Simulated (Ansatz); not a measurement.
Input and command of a calculation in Ansatz (plane waves; scalar-relativistic PAW potentials unless the input names others):

```yaml
crystal:
  lattice:
    - [0.0, 2.7171580078, 2.7171580078]
    - [2.7171580078, 0.0, 2.7171580078]
    - [2.7171580078, 2.7171580078, 0.0]
  atoms:
    - { symbol: Ga, position: [0.0, 0.0, 0.0] }
    - { symbol: As, position: [0.75, 0.75, 0.75] }
basis:
  ecutwfc: 420
kpoints:
  mp_grid: { grid: [12, 12, 12] }
hamiltonian:
  xc: pbe
scf:
  occupations: { method: fixed }
  mixing: { algorithm: anderson, beta: 0.001, ndim: 1 }
  max_iter: 75
output:
  forces: true
  eigenvalues: true
  stress: true
```

```bash
ansatz run input.yaml --threads 1 --pin off --max-ram 3072MiB --backend cpu --events-out ev --progress --plain --runs-dir out
```

Abridged log:
```
Pseudopotentials: kind: paw
Pseudopotential: Ga, paw, valence charge 13, recommended cutoff 420 eV (normal)
Pseudopotential: As, paw, valence charge 15, recommended cutoff 420 eV (normal)
Functional definition: PBE
Crystal: 2 atoms, lattice volume = 40.121 Å³
Basis set: ecut = 420 eV, 749 PW (Γ), exchange–correlation on 54×54×54 points (8 copies of the dense FFT grid, shifted against one another)
Bands: 18, of which v1, the nominal top of the filled ones, is band 14 counted from 1 (13 counted from 0)
Symmetry: 24 space group operations
Space group: F-43m (ITA 216), of the structure as read, at distance tolerance 3.4e-5 Å
k-points: 72 of 1728 (time reversal used)
Initial density: superposition of atomic densities (neutral atoms: chi_scale 0, normalization atom), corrected by the library's trained network
Initial wavefunctions: pseudopotential atomic-orbital guess
Functional: x = pbe(κ = 0.804, μ = 0.21951497), c = pbe(β = 0.06672455)
SCF iter   1: F=—  HF=-8639.569828 eV  |F-HF|=—  |Δ(HF+E_count)|=         —  Δρ=1.61e-3  dr2=1.69e-3  ethr=1.77e-3  ⟨swp⟩=4.9  Hψ=5592  notcnv=0  defer=125
SCF iter   2: F=—  HF=-8639.568963 eV  |F-HF|=—  |Δ(HF+E_count)|=   8.65e-4  Δρ=1.55e-3  dr2=1.53e-3  ethr=6.03e-6  ⟨swp⟩=1.9  Hψ=1985  notcnv=0  defer=133
SCF iter   3: F=—  HF=-8639.568963 eV  |F-HF|=—  |Δ(HF+E_count)|=   1.84e-8  Δρ=1.54e-3  dr2=1.53e-3  ethr=5.48e-6  ⟨swp⟩=1.0  Hψ=1296  notcnv=0  defer=25
SCF iter   4: F=—  HF=-8639.568962 eV  |F-HF|=—  |Δ(HF+E_count)|=   1.27e-6  Δρ=1.54e-3  dr2=1.53e-3  ethr=5.46e-6  ⟨swp⟩=1.0  Hψ=1296  notcnv=0  defer=4
SCF iter   5: F=—  HF=-8639.568961 eV  |F-HF|=—  |Δ(HF+E_count)|=   9.43e-7  Δρ=1.54e-3  dr2=1.52e-3  ethr=5.45e-6  ⟨swp⟩=1.0  Hψ=1296  notcnv=0
SCF iter   6: F=—  HF=-8639.568960 eV  |F-HF|=—  |Δ(HF+E_count)|=   1.01e-6  Δρ=1.54e-3  dr2=1.52e-3  ethr=5.44e-6  ⟨swp⟩=1.0  Hψ=1296  notcnv=0
SCF iter   7: F=—  HF=-8639.568959 eV  |F-HF|=—  |Δ(HF+E_count)|=   9.60e-7  Δρ=1.54e-3  dr2=1.52e-3  ethr=5.43e-6  ⟨swp⟩=1.0  Hψ=1296  notcnv=0
SCF iter   8: F=—  HF=-8639.568957 eV  |F-HF|=—  |Δ(HF+E_count)|=   1.53e-6  Δρ=1.54e-3  dr2=1.51e-3  ethr=5.41e-6  ⟨swp⟩=1.0  Hψ=1296  notcnv=0
   ...
SCF iter  68: F=—  HF=-8639.568899 eV  |F-HF|=—  |Δ(HF+E_count)|=   8.56e-7  Δρ=1.44e-3  dr2=1.33e-3  ethr=4.74e-6  ⟨swp⟩=1.0  Hψ=1296  notcnv=0
SCF iter  69: F=—  HF=-8639.568898 eV  |F-HF|=—  |Δ(HF+E_count)|=   9.51e-7  Δρ=1.44e-3  dr2=1.32e-3  ethr=4.73e-6  ⟨swp⟩=1.0  Hψ=1296  notcnv=0
SCF iter  70: F=—  HF=-8639.568897 eV  |F-HF|=—  |Δ(HF+E_count)|=   9.59e-7  Δρ=1.44e-3  dr2=1.32e-3  ethr=4.72e-6  ⟨swp⟩=1.0  Hψ=1296  notcnv=0
SCF iter  71: F=—  HF=-8639.568896 eV  |F-HF|=—  |Δ(HF+E_count)|=   1.28e-6  Δρ=1.44e-3  dr2=1.32e-3  ethr=4.71e-6  ⟨swp⟩=1.0  Hψ=1296  notcnv=0
SCF iter  72: F=—  HF=-8639.568895 eV  |F-HF|=—  |Δ(HF+E_count)|=   1.02e-6  Δρ=1.43e-3  dr2=1.31e-3  ethr=4.70e-6  ⟨swp⟩=1.0  Hψ=1296  notcnv=0
SCF iter  73: F=—  HF=-8639.568895 eV  |F-HF|=—  |Δ(HF+E_count)|=   2.20e-7  Δρ=1.43e-3  dr2=1.31e-3  ethr=4.69e-6  ⟨swp⟩=1.0  Hψ=2880  notcnv=0
SCF iter  74: F=—  HF=-8639.568894 eV  |F-HF|=—  |Δ(HF+E_count)|=   8.12e-7  Δρ=1.43e-3  dr2=1.31e-3  ethr=4.68e-6  ⟨swp⟩=1.0  Hψ=2880  notcnv=0
SCF iter  75: F=—  HF=-8639.568892 eV  |F-HF|=—  |Δ(HF+E_count)|=   2.16e-6  Δρ=1.43e-3  dr2=1.31e-3  ethr=4.67e-6  ⟨swp⟩=1.0  Hψ=2880  notcnv=0
Error: did not converge after 75 iterations: dr2 = 1.31e-3 (threshold 1.00e-7), under the density mixer `anderson`; at k-index 0, counted from 0 in this SCF's own list of k-points, the highest band that the last eigensolve's fill by count filled, 9.934110 eV, and the lowest that it left empty, 11.368542 eV, lay 1.434e0 eV apart, the closest at any k-point: where those lie closer than the levels still move from one iteration to the next, and no symmetry of the run holds them equal, such a fill need not settle, and opposed starting moments at zero total moment, or else a narrow smearing, may set ...
```

Task: Find the fault.

Result: The fault is mixing far too weak (scf.mixing: not typed → {"algorithm": "anderson", "beta": 0.001, "ndim": 1}, the first being the value of the sound run). Setting it back cures it. The run stopped without converging. A reference run on usual settings, whose relaxation ended at this geometry, converged, and the end of its own relaxation has pressure 15.00 GPa, largest force 0.000 eV/Å, gap on the mesh 1.21 eV (its cell was held, or driven to that pressure on purpose).

It took 24 s on 1 thread of Intel(R) Xeon(R) Processor @ 2.70GHz, with other jobs on the host, peak memory 0.34 GiB.